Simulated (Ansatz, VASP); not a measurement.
## Cross-check of Ir (Ir wire along [100], 12 atoms a period) between VASP and Ansatz

One calculation is typed for both programs; each brings its own data sets. How far apart do they land? The structure shown is the start of the Ansatz relaxation below; VASP solves that cell, so the two are compared at the walk's first step.

Method: plane waves, with VASP 6.6.1 beside it; single point at PBE, in Ansatz 0.2.0.

### Step 1. Set-up

The cell holds 12 atoms: 12 Ir. Its edges and angles: a = 12.605 Å, b = 12.605 Å, c = 3.870 Å, α = 90.0°, β = 90.0°, γ = 90.0°. Vacuum lies along a and b. The structure's axis is c.

### Step 2. Ansatz: relaxation, PBE

Ansatz runs on its PAW soft_1 files.

The two programs are compared at the cell with which this relaxation starts, whose forces are those of its first step.

input.yaml

```yaml
crystal:
  lattice:
    - [12.605, 0.0, 0.0]
    - [0.0, 12.605, 0.0]
    - [0.0, 0.0, 3.87]
  atoms:
    - { symbol: Ir, position: [0.269734232, 0.576755256, 0.0] }
    - { symbol: Ir, position: [0.423244744, 0.423244744, 0.0] }
    - { symbol: Ir, position: [0.423244744, 0.730265768, 0.0] }
    - { symbol: Ir, position: [0.576755256, 0.269734232, 0.0] }
    - { symbol: Ir, position: [0.576755256, 0.576755256, 0.0] }
    - { symbol: Ir, position: [0.730265768, 0.423244744, 0.0] }
    - { symbol: Ir, position: [0.269734232, 0.423244744, 0.5] }
    - { symbol: Ir, position: [0.423244744, 0.269734232, 0.5] }
    - { symbol: Ir, position: [0.423244744, 0.576755256, 0.5] }
    - { symbol: Ir, position: [0.576755256, 0.423244744, 0.5] }
    - { symbol: Ir, position: [0.576755256, 0.730265768, 0.5] }
    - { symbol: Ir, position: [0.730265768, 0.576755256, 0.5] }
kpoints:
  mp_grid: { grid: [1, 1, 21] }
scf:
  occupations: { method: fermi_dirac, width: 0.05 }
hamiltonian:
  xc: pbe
  pseudopotentials: { kind: paw, azcp: { folder: soft_1 } }
relax:
  cell: { fix: [a, b, alpha, beta, gamma] }
  max_steps: 45
  f_tol: 0.03
```

Started as:

```bash
$ ansatz run input.yaml --threads 4 --pin off --max-ram 16384MiB --backend cpu --events-out ev --progress --plain --runs-dir out
```

Numbers of over 12 decimals in the logs are rounded to 6 here.

The program printed:

```text
Engine: ansatz 0.2.0, x86_64-unknown-linux-gnu
Pseudopotentials: kind: paw
Pseudopotential: Ir, paw, valence charge 17, recommended cutoff 420 eV (normal), soft_1/Ir.paw.azcp
Functional definition: PBE
  parameter kappa = 0.804
  parameter beta = 0.066725
  exchange = pbe_x(kappa = kappa, mu = beta*pi^2/3)
  correlation = pbe_c(beta = beta)
Crystal: 12 atoms, lattice volume = 614.889 Å³
Basis set: ecut = 420 eV, 12057 PW (Γ), exchange–correlation on 180×180×54 points (8 copies of the dense FFT grid, shifted against one another)
Bands: 123, of which v1, the nominal top of the filled ones, is band 102 counted from 1 (101 counted from 0)
Symmetry: 16 space group operations
Space group: P42/mcm (ITA 132), of the structure as read, at distance tolerance 8.5e-5 Å
k-points: 11 of 21
Non-local potential: Ir, projectors of the file, l = 0: 3, l = 1: 2, l = 2: 2, l = 3: 1
PAW form: soft (Blöchl's): semilocal exchange-correlation on the pseudo side does not see the compensation charge
PAW one-centre angular grid: Ir, 590 points (default); XC on 64 Gauss nodes
Initial density: superposition of atomic densities (neutral atoms: chi_scale 0, normalization atom)
Initial wavefunctions: pseudopotential atomic-orbital guess
Functional: x = pbe(κ = 0.804, μ = 0.219515), c = pbe(β = 0.066725)
SCF iter   1: F=—  HF=-143224.499891 eV  |F-HF|=—  |Δ(HF+E_count)|=         —  Δρ=3.15e-2  dr2=1.38e1  ethr=3.10e-3  ⟨swp⟩=7.8  Hψ=5670  notcnv=0  defer=3
preconditioner: auto → LDOS  [metal: Δε(μ)=0.024 eV  Ē_g=4.885 eV  σ=0.050 eV  W_gap=0.12  n_scr=142 (ndim 8)  ℏωp=15.6 eV  f_vac=0.557  D(μ)=23.69/eV (n_scr^D=202)  β→1.0]
SCF iter   2: F=—  HF=-143224.437329 eV  |F-HF|=—  |Δ(HF+E_count)|=   6.26e-2  Δρ=3.16e-2  dr2=1.75e1  ethr=3.10e-3  ⟨swp⟩=3.3  Hψ=3471  notcnv=0  defer=46
SCF iter   3: F=—  HF=-143221.109791 eV  |F-HF|=—  |Δ(HF+E_count)|=    3.33e0  Δρ=6.01e-3  dr2=3.34e-1  ethr=3.10e-3  ⟨swp⟩=4.0  Hψ=3426  notcnv=0  defer=39
SCF iter   4: F=—  HF=-143221.116091 eV  |F-HF|=—  |Δ(HF+E_count)|=   6.30e-3  Δρ=2.15e-3  dr2=3.66e-2  ethr=1.64e-4  ⟨swp⟩=2.2  Hψ=2187  notcnv=0  defer=43
SCF iter   5: F=—  HF=-143221.115493 eV  |F-HF|=—  |Δ(HF+E_count)|=   5.99e-4  Δρ=9.32e-4  dr2=9.06e-3  ethr=1.79e-5  ⟨swp⟩=2.0  Hψ=2378  notcnv=0  defer=43
SCF iter   6: F=—  HF=-143221.114168 eV  |F-HF|=—  |Δ(HF+E_count)|=   1.32e-3  Δρ=2.33e-4  dr2=1.03e-3  ethr=4.44e-6  ⟨swp⟩=2.4  Hψ=2256  notcnv=0  defer=43
SCF iter   7: F=—  HF=-143221.114114 eV  |F-HF|=—  |Δ(HF+E_count)|=   5.41e-5  Δρ=8.87e-5  dr2=7.73e-5  ethr=5.04e-7  ⟨swp⟩=3.2  Hψ=2362  notcnv=0  defer=43
SCF iter   8: F=—  HF=-143221.113471 eV  |F-HF|=—  |Δ(HF+E_count)|=   6.43e-4  Δρ=2.86e-5  dr2=6.77e-6  ethr=3.79e-8  ⟨swp⟩=2.0  Hψ=1968  notcnv=0  defer=43
SCF iter   9: F=—  HF=-143221.113475 eV  |F-HF|=—  |Δ(HF+E_count)|=   3.61e-6  Δρ=1.06e-5  dr2=6.59e-7  ethr=3.32e-9  ⟨swp⟩=2.0  Hψ=1934  notcnv=0  defer=43
SCF iter  10: F=-143221.113475 eV  HF=-143221.113475 eV  |F-HF|=2.47e-8  |Δ(HF+E_count)|=   3.45e-7  Δρ=2.73e-6  dr2=6.12e-8  ethr=4.90e-11  ⟨swp⟩=5.8  Hψ=5161  notcnv=0
SCF 1 converged in 10 iterations: F = -143221.113475 eV  dr2 = 6.12e-8
  greatest PAW one-centre occupation: 1.000 electrons in one spin orbital (limit 2), on the Ir atom at site 4 (counted from 0), in its partial waves of l = 0
relax step   1: F+E_penalty+E_count = -143221.11347508 eV  Δ(F+E_penalty+E_count) = +0.000e0 eV  max|allowed force component| = 1.921e0 eV/Å  Δτ_max = 0.0000 Å  P = -6.861 GPa  Ω = 614.889 Å³  fix = [a, b, alpha, beta, gamma]  reactions: a -6.684, b -6.684 GPa  (10 SCF iters, dr2 threshold 1.00e-7 eV, accepted)
[...]
relax step   4: F+E_penalty+E_count = -143223.05419261 eV  Δ(F+E_penalty+E_count) = -3.010e-2 eV  max|allowed force component| = 8.005e-2 eV/Å  Δτ_max = 0.0129 Å  P = -0.070 GPa  Ω = 600.634 Å³  energy of the carried Pulay correction = +1.866e-3 eV  fix = [a, b, alpha, beta, gamma]  reactions: a -0.054, b -0.054 GPa  (6 SCF iters, dr2 threshold 1.20e-6 eV, accepted)
[...]
relax step   5: F+E_penalty+E_count = -143223.05841643 eV  Δ(F+E_penalty+E_count) = -4.224e-3 eV  max|allowed force component| = 8.892e-3 eV/Å  Δτ_max = 0.0189 Å  P = -0.020 GPa  Ω = 601.172 Å³  energy of the carried Pulay correction = +1.794e-3 eV  fix = [a, b, alpha, beta, gamma]  reactions: a -0.026, b -0.026 GPa  (7 SCF iters, dr2 threshold 4.01e-7 eV, accepted)
[...]
relax step   6: F+E_penalty+E_count = -143223.05617563 eV  Δ(F+E_penalty+E_count) = +2.241e-3 eV  max|allowed force component| = 9.032e-3 eV/Å  Δτ_max = 0.0000 Å  P = -0.015 GPa  Ω = 601.172 Å³  fix = [a, b, alpha, beta, gamma]  reactions: a -0.021, b -0.021 GPa  stress off target by 2.07e-3 GPa on what of the cell is left free  SCF on the basis re-selected at this cell (its energy is not comparable with the rows above)  (6 SCF iters)
basis re-selected at this cell: Δ(F+E_penalty+E_count) = +2.241e-3 eV, ΔP = +0.005 GPa vs the last step (what re-selecting the basis moved, of the pressure what is left beyond the Pulay correction that the steps carried, after the strain that the cell walked since its last selection, with what the two solves' SCF thresholds leave and, on support functions, any second-order correction that the steps lacked; it is no m [...]
SCF converged after 6 iterations
Free energy (F): -143223.056176 eV
Harris-Foulkes:  -143223.056176 eV  (|F-HF|=1.46e-10)
Internal energy: -143222.830485 eV  (E = F + TS)
E sigma→0 (E₀):  -143222.943330 eV
Entropy (-TS):   -0.225691 eV (-18.808 meV/atom)
Fermi energy:    3.819730 eV
--- Per-component energies (eV) ---
  E_band       = -5349.102092
  E_kinetic    = 6472.335749
  E_local      = -112988.143553  (includes V_loc(G=0)·N_el)
  E_nonlocal   = 2292.351153
  E_hartree    = 52651.003907
  E_xc         = -2743.026630
  E_vxc        = -3052.173567  (∫ρ·V_xc dr)
  E_paw        = -111187.422599  (= ΣΔE_a)
  E_vpaw       = -3375.481293  (= ΣTr[D̂ρ^β])
  E_aug_tail   = 0.004323  (compensation charges beyond the density's cutoff)
  E_ewald      = 22280.067166
  E_smearing   = -0.225691  (= −TS)
  E_closure    = 0.000000  (closes the sum)
  Σ components = -143223.056176   (vs F -143223.056176, Δ=0.00e0)
--- Forces (eV/Å), atoms counted from 1 ---
  atom   1  Ir     0.00864866     0.00903237    -0.00000000
  atom   2  Ir    -0.00029078    -0.00029078     0.00000000
  atom   3  Ir    -0.00903237    -0.00864866     0.00000000
  atom   4  Ir     0.00903237     0.00864866    -0.00000000
  atom   5  Ir     0.00029078     0.00029078    -0.00000000
  atom   6  Ir    -0.00864866    -0.00903237     0.00000000
  atom   7  Ir     0.00864866    -0.00903237    -0.00000000
  atom   8  Ir    -0.00903237     0.00864866     0.00000000
  atom   9  Ir    -0.00029078     0.00029078     0.00000000
  atom  10  Ir     0.00029078    -0.00029078    -0.00000000
  atom  11  Ir     0.00903237    -0.00864866    -0.00000000
  atom  12  Ir    -0.00864866     0.00903237     0.00000000
  max |Σ_I F_I| component: 3.13e-27 eV/Å
--- Stress (GPa, compression-positive) ---
       -0.020960       0.000000       0.000000
        0.000000      -0.020960      -0.000000
        0.000000      -0.000000      -0.002071
  P = ⅓ Tr σ = -0.0147 GPa (-0.147 kbar)
--- Relaxed structure (5 steps of the walk, 5 accepted, 1 SCFs on fresh bases) ---
  F+E_penalty+E_count = -143223.05617563 eV   max|allowed force component| = 9.032e-3 eV/Å   (the final SCF, on the basis selected at the relaxed cell)
  cell:  # Å, volume = 601.1718 Å³
    - [12.605, 0, 0]
    - [0, 12.605, 0]
    - [0, 0, 3.783667]
  atoms:
    - { symbol: Ir, position: [0.278495, 0.569866, 0] }
    - { symbol: Ir, position: [0.419369, 0.419369, 0] }
    - { symbol: Ir, position: [0.430134, 0.721505, 0] }
    - { symbol: Ir, position: [0.569866, 0.278495, 0] }
    - { symbol: Ir, position: [0.580631, 0.580631, 0] }
    - { symbol: Ir, position: [0.721505, 0.430134, 0] }
    - { symbol: Ir, position: [0.278495, 0.430134, 0.5] }
    - { symbol: Ir, position: [0.430134, 0.278495, 0.5] }
    - { symbol: Ir, position: [0.419369, 0.580631, 0.5] }
    - { symbol: Ir, position: [0.580631, 0.419369, 0.5] }
    - { symbol: Ir, position: [0.569866, 0.721505, 0.5] }
    - { symbol: Ir, position: [0.721505, 0.569866, 0.5] }
```

Reading the cycles: dr2 is the Hartree energy of the density residual (eV), the measure of convergence; HF is the Harris–Foulkes estimate of the energy, which meets the free energy F at convergence.

### Step 3. VASP: single point, PBE, start cell

The same cell, functional, mesh and smearing now go to VASP, with its own data sets.

Lines of VASP's logs that name or quote its potential files are left out, and so is its time.

INCAR

```
SYSTEM = Ir
PREC = Accurate
ENCUT = 400
EDIFF = 1E-06
NELM = 120
ISMEAR = -1
SIGMA = 0.05
LREAL = .FALSE.
ALGO = Normal
GGA = PE
NBANDS = 66
LASPH = .TRUE.
LORBIT = 11
LWAVE = .FALSE.
LCHARG = .FALSE.
ISIF = 2
GGA_COMPAT = .FALSE.
KPAR = 2
```

POSCAR

```
Ir
1.0
   12.6050000000      0.0000000000      0.0000000000
    0.0000000000     12.6050000000      0.0000000000
    0.0000000000      0.0000000000      3.8700000000
Ir
12
Direct
    0.2697342324      0.5767552559      0.0000000000
    0.4232447441      0.4232447441      0.0000000000
    0.4232447441      0.7302657676      0.0000000000
    0.5767552559      0.2697342324      0.0000000000
    0.5767552559      0.5767552559      0.0000000000
    0.7302657676      0.4232447441      0.0000000000
    0.2697342324      0.4232447441      0.5000000000
    0.4232447441      0.2697342324      0.5000000000
    0.4232447441      0.5767552559      0.5000000000
    0.5767552559      0.4232447441      0.5000000000
    0.5767552559      0.7302657676      0.5000000000
    0.7302657676      0.5767552559      0.5000000000
```

KPOINTS

```
Automatic mesh
0
Gamma
1 1 21
0 0 0
```

Potentials, in the order of the species: Ir (PBE family, release 64).

Started as:

```bash
$ mpirun -np 2 vasp_std
```

The program printed:

```text
[banner, memory and clock lines left out]
running    2 mpi-ranks, on    1 nodes
 distrk:  each k-point on    1 cores,    2 groups
 distr:  one band on    1 cores,    1 groups

 POSCAR found type information on POSCAR Ir
 POSCAR found :  1 types and      12 ions
 LDA part: xc-table for (Slater+PW92), standard interpolation
 POSCAR, INCAR and KPOINTS ok, starting setup
 FFT: planning ... GRIDC
 FFT: planning ... GRID_SOFT
 FFT: planning ... GRID
 WAVECAR not read
 entering main loop
       N       E                     dE             d eps       ncg     rms          rms(c)
DAV:   1     0.785551065596E+03    0.78555E+03   -0.36072E+04  1452   0.110E+03
DAV:   2     0.160637328765E+02   -0.76949E+03   -0.71473E+03  1502   0.359E+02
DAV:   3    -0.821932195004E+02   -0.98257E+02   -0.90638E+02  2000   0.105E+02
DAV:   4    -0.911347461593E+02   -0.89415E+01   -0.81522E+01  2264   0.302E+01
DAV:   5    -0.916960633653E+02   -0.56132E+00   -0.50151E+00  2264   0.576E+00    0.340E+01
DAV:   6    -0.877009758163E+02    0.39951E+01   -0.21754E+01  2382   0.269E+01    0.226E+01
DAV:   7    -0.962904726900E+02   -0.85895E+01   -0.62162E+01  2614   0.520E+01    0.263E+01
DAV:   8    -0.853921246432E+02    0.10898E+02   -0.20572E+01  2692   0.354E+01    0.214E+00
DAV:   9    -0.855044106132E+02   -0.11229E+00   -0.19727E+00  2232   0.603E+00    0.230E+00
DAV:  10    -0.855000824368E+02    0.43282E-02   -0.91692E-02  2086   0.128E+00    0.976E-01
DAV:  11    -0.854927966161E+02    0.72858E-02   -0.35350E-02  2436   0.105E+00    0.783E-01
DAV:  12    -0.854913071192E+02    0.14895E-02   -0.64273E-03  2158   0.427E-01    0.155E-01
DAV:  13    -0.854910877764E+02    0.21934E-03   -0.78395E-04  1878   0.106E-01    0.993E-02
DAV:  14    -0.854910606348E+02    0.27142E-04   -0.61965E-04  2224   0.122E-01    0.102E-01
DAV:  15    -0.854912044759E+02   -0.14384E-03   -0.11095E-04  2068   0.569E-02    0.207E-02
DAV:  16    -0.854916271145E+02   -0.42264E-03   -0.17423E-04  1988   0.551E-02    0.662E-02
DAV:  17    -0.854918558318E+02   -0.22872E-03   -0.64082E-05  2134   0.528E-02    0.942E-03
DAV:  18    -0.854920029429E+02   -0.14711E-03   -0.13100E-05  1568   0.178E-02    0.446E-03
DAV:  19    -0.854920406154E+02   -0.37672E-04   -0.42191E-06  1292   0.787E-03    0.701E-03
DAV:  20    -0.854920461786E+02   -0.55633E-05   -0.53436E-07   898   0.416E-03    0.885E-04
DAV:  21    -0.854920482426E+02   -0.20639E-05   -0.35676E-07   896   0.174E-03    0.584E-04
DAV:  22    -0.854920486567E+02   -0.41411E-06   -0.81992E-08   854   0.135E-03
   1 F= -.85492049E+02 E0= -.85382087E+02  d E =-.219923E+00
```

[end of part 1 of 2]

[Lines on the potential files, build, host, timing and source positions are cut from VASP's logs without a mark.]

[Logs are printed without paths, hosts, clocks, repeated set-up lines and the standing remarks that a program may print on its own settings, such as how far it seeks lower states.]

[Hosts, paths, dates, database ids (printed as entryN), source tags and the programs' standing remarks are cut or masked in the printed files.]
